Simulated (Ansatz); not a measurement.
# Volume expansion of zinc-blende BP between 100 and 800 K in the quasi-harmonic approximation

Whether a boron phosphide heat spreader can be bonded hot to a chip and then cooled depends on how much the two materials shrink on the way down. A single expansion coefficient for BP is enough for that decision only if the coefficient hardly changes over the temperature range.

The problem is to find how the volume expansion coefficient of zinc-blende BP rises with temperature, and to estimate its value at 300 K. The coefficient is the relative change of volume per kelvin at zero pressure, three times the linear coefficient in this cubic crystal. It is calculated from phonons whose frequencies depend on the cell volume. The rows are compared with one another along the temperature line; measured expansion is not compared here.

## Set-up

One crystal, BP (zinc-blende), taken from a measured cell of the Crystallography Open Database (known phase), directly or through a relaxation at another level, and relaxed at 0 GPa. Ansatz 0.2.0 rows: plane waves, scalar-relativistic, no spin-orbit coupling, no spin, the program's default PAW potentials at 487 eV, k meshes with a least product of divisions and cell-vector length from 38 to 39 Å, phonons by linear response on a 4×4×4 q mesh. The tabled runs alone: cutoff 487 eV, k length 39 Å, k mesh 12×12×12. Warnings of the programs on runs behind the rows: phonon interpolation lacks quadrupole term (all rows); thermal expansion settings (all rows). The rows are a selection of points from finer curves.

Notes on method and selection:

- Quasi-harmonic free energy over the symmetry-keeping strains of the cell, electrons included where there is no gap; no phonon-phonon terms beyond the dependence on the cell.
- The expansion converges slowly with the q mesh and runs high in soft ionic crystals; temperatures at which the program's estimate of the fit error passes a tenth of the linear coefficient plus 0.15·10⁻⁶/K, or the cell lies outside the strains at which phonons were computed, are left out.
- Runs that did not converge, have known faults or may not be shown are not listed, and runs on Ansatz's PAW sets soft_1 and soft_2 are kept to separate tables.

Columns:

- Cv (J/(mol K)): heat capacity at constant volume per mole of atoms.
- bulk modulus (GPa): isothermal bulk modulus.
- volume expansion (10⁻⁶/K): volume expansion coefficient.
- Grüneisen parameter: thermodynamic Grüneisen parameter α·B·V/Cv.

## Computed values

| member | temperature (K) | Cv (J/(mol K)) | bulk modulus (GPa) | volume expansion (10⁻⁶/K) | Grüneisen parameter |
| --- | --- | --- | --- | --- | --- |
| 100 K | 100 | 3.06 | 152.1 | 1.10 | 0.399 |
| 200 K | 200 | 9.85 | 151.7 | 5.51 | 0.618 |
| 300 K | 300 | ? | 150.9 | ? | ? |
| 400 K | 400 | 18.37 | 149.9 | 13.49 | 0.802 |
| 500 K | 500 | 20.36 | 148.8 | 15.60 | 0.832 |
| 600 K | 600 | 21.60 | 147.7 | 17.01 | 0.850 |
| 700 K | 700 | 22.42 | 146.5 | 18.00 | 0.862 |
| 800 K | 800 | 22.98 | 145.3 | 18.74 | 0.870 |

Cells marked ? are withheld until the estimate has been made.

## What drives the series

The coefficient rises at every step shown, but ever more slowly. Between 100 and 200 K the mean slope is (5.51 − 1.10) / 100 = 0.0441, and between 700 and 800 K it is (18.74 − 18.00) / 100 = 0.0074, both in 10⁻⁶/K per kelvin. One constant coefficient would therefore serve badly for a joint cooled from several hundred kelvin.

The solution starts from the definition of the Grüneisen parameter, rearranged as

$$\alpha = \frac{\gamma\, C_V}{B\,V}.$$

Here $\alpha$ is the volume expansion coefficient, $\gamma$ the Grüneisen parameter, $C_V$ the heat capacity, $B$ the bulk modulus and $V$ the volume per mole of atoms. From 200 to 400 K the heat capacity grows by 18.37 / 9.85 = 1.865, the Grüneisen parameter by 0.802 / 0.618 = 1.298, and the softening of the crystal adds 151.7 / 149.9 = 1.012. Their product, 1.865 × 1.298 × 1.012 = 2.45, reproduces the rise of the expansion, 13.49 / 5.51 = 2.45. The heat capacity is thus the largest factor.

It rises over such a wide range because light atoms held by stiff covalent bonds vibrate at high frequencies, and these vibrations take up heat only when the thermal energy becomes comparable with their quanta. At 800 K the heat capacity has reached 22.98 of the classical limit of about 25 J/(mol K), so little further growth can come from this source.

The rise of the Grüneisen parameter means that the vibrations excited later push harder, on average, towards a larger volume. In open tetrahedral networks the low-frequency transverse acoustic modes commonly have small or negative Grüneisen parameters, which would explain the low value of 0.399 at 100 K. The columns give only the average over modes, so this assignment rests on general lattice dynamics.

## A prediction

Plain estimates from the members shown:

- 300 K, straight-line interpolation between 200 K and 400 K: w = (300 − 200) / (400 − 200) = 0.500, so 5.51 + 0.500 × (13.49 − 5.51) = 9.50 10⁻⁶/K

The straight line between 200 and 400 K gives 9.50, which should be too low. The mean slope falls from (13.49 − 5.51) / 200 = 0.0399 across that gap to (15.60 − 13.49) / 100 = 0.0211 between 400 and 500 K, so the curve bends downwards and should pass above its chord.

The bend can be included by passing one polynomial through all seven known rows. With equal steps of 100 K its value at 300 K is

$$\alpha_{300} = \frac{-\alpha_{100} + 7\alpha_{200} + 35\alpha_{400} - 35\alpha_{500} + 21\alpha_{600} - 7\alpha_{700} + \alpha_{800}}{21}.$$

In numbers, (7 × 5.51 − 1.10 + 35 × 13.49 − 35 × 15.60 + 21 × 17.01 − 7 × 18.00 + 18.74) / 21 = 10.17, in 10⁻⁶/K. This lies above the straight line by 10.17 − 9.50 = 0.67.

The same route can be tried on the 400 K row, leaving that row out. The polynomial through the other six gives (7 × 5.51 − 2 × 1.10 + 70 × 15.60 − 63 × 17.01 + 28 × 18.00 − 5 × 18.74) / 35 = 13.34 against the tabled 13.49, a miss of 0.15 across a gap of 300 K. The gap around 300 K is only 200 K wide, so a smaller error is expected. Dropping the 800 K row changes the estimate at 300 K by only 0.05, to (6 × 5.51 − 1.10 + 20 × 13.49 − 15 × 15.60 + 6 × 17.01 − 18.00) / 15 = 10.12. A standard deviation of 0.1, midway between 0.05 and 0.15, is adopted. It covers the interpolation alone, not the error of the calculated curve from its phonon mesh or from the missing phonon-phonon terms.

**Committed estimate, 300 K: volume expansion = 10.2 ± 0.1 10⁻⁶/K.**

## The answer

| member | temperature (K) | Cv (J/(mol K)) | bulk modulus (GPa) | volume expansion (10⁻⁶/K) | Grüneisen parameter |
| --- | --- | --- | --- | --- | --- |
| 300 K | 300 | 15.09 | 150.9 | 10.23 | 0.744 |

| member | estimate | volume expansion (10⁻⁶/K) | computed | estimate − computed | miss in error bars |
| --- | --- | --- | --- | --- | --- |
| 300 K | committed | 10.20 | 10.23 | −0.03 | 0.3 |
| 300 K | interpolation | 9.50 | 10.23 | −0.73 |  |

The estimate of 10.2 lies 0.03 below the computed 10.23, in 10⁻⁶/K, well inside its error bar of 0.1. The unrounded polynomial value, 10.17, is low by 0.06. The straight line is low by 0.73, so the argument that the curve passes above its chord held.

One statement in the solution has to be corrected. The expansion does not rise ever more slowly from 100 K on. It gains 5.51 − 1.10 = 4.41 between 100 and 200 K, 10.23 − 5.51 = 4.72 between 200 and 300 K and 13.49 − 10.23 = 3.26 between 300 and 400 K, so the slowing begins only after the second step.

The heat capacity alone would not give this order, since its gain already falls over the first two steps, from 9.85 − 3.06 = 6.79 to 15.09 − 9.85 = 5.24, in J/(mol K). The expansion follows the product of heat capacity and Grüneisen parameter, and between 200 and 300 K the growing Grüneisen parameter acts on a larger heat capacity. Both factors are therefore needed to explain the shape of the curve, although the heat capacity remains the larger one.

## Members off the line

None of the eight rows stands out from a smooth curve. The 100 K row, with the lowest Grüneisen parameter, is probably the most exposed to numerical error, because long-wavelength acoustic vibrations weigh most there and the phonon interpolation lacks its quadrupole term.

## Rules of thumb and their limits

A polynomial through the other seven rows recovers the 300 K expansion with a miss of 0.06 × 10⁻⁶/K. In the trial at 400 K, where the 300 K row was missing as well, the miss was 0.15 × 10⁻⁶/K, so a wider gap costs accuracy. Towards the ends of the grid the polynomial is less reliable.

For the bonded heat spreader, the trapezoidal rule over the rows from 300 to 800 K gives a volume change of 100 × (10.23/2 + 13.49 + 15.60 + 17.01 + 18.00 + 18.74/2) = 7859, in units of 10⁻⁶. A third of this is the linear change, 0.26 %, so a 10 mm edge shrinks by 26 µm on cooling from 800 to 300 K. The 300 K coefficient used throughout would give only 10.23 × 500 / 3 = 1705, again in units of 10⁻⁶, or 17 µm. That single coefficient is therefore not enough for the bonding decision.

No omitted effect is expected to rival the rise from 1.10 to 18.74. The RPBE functional, used for all rows, tends to make such crystals too soft, which probably raises the expansion somewhat.
